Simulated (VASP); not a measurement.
A run of VASP 6.6.1:

The input INCAR:

```
PREC = Accurate
ENCUT = 520
EDIFF = 1E-6
ISMEAR = 1
SIGMA = 0.1
LREAL = False
LASPH = True
NELM = 150
ALGO = Normal
ISIF = 2
LWAVE = False
LCHARG = True
ISPIN = 2
MAGMOM = 1
LORBIT = 11
LMAXMIX = 6
GGA = PS
LELF = True
LVHAR = True
NBANDS = 16
```

The input KPOINTS:

```
Automatic mesh
0
Gamma
  8 8 8
```

Contents of POSCAR:

```
Ce
1.0
    0.0000000000      2.2860759384      2.2860759384
    2.2860759384      0.0000000000      2.2860759384
    2.2860759384      2.2860759384      0.0000000000
Ce
1
Direct
    0.0000000000      0.0000000000      0.0000000000
```

Potentials or basis: VASP PAW PBE potentials, release 64 (Ce).

Command:

```sh
$ cat potpaw_PBE.64/Ce/POTCAR > POTCAR
$ mpirun -np 1 vasp_std > vasp.out
```

Hardware: 1 thread of AMD EPYC 9R45 96-Core Processor (Zen 5) (shared host).

Task: How long does it take, and how much memory?

Result: Run time: 14 s on 1 thread of AMD EPYC 9R45 96-Core Processor (Zen 5), on a shared host, peak memory 0.14 GiB. Counts: scf iterations 14, k points 29.
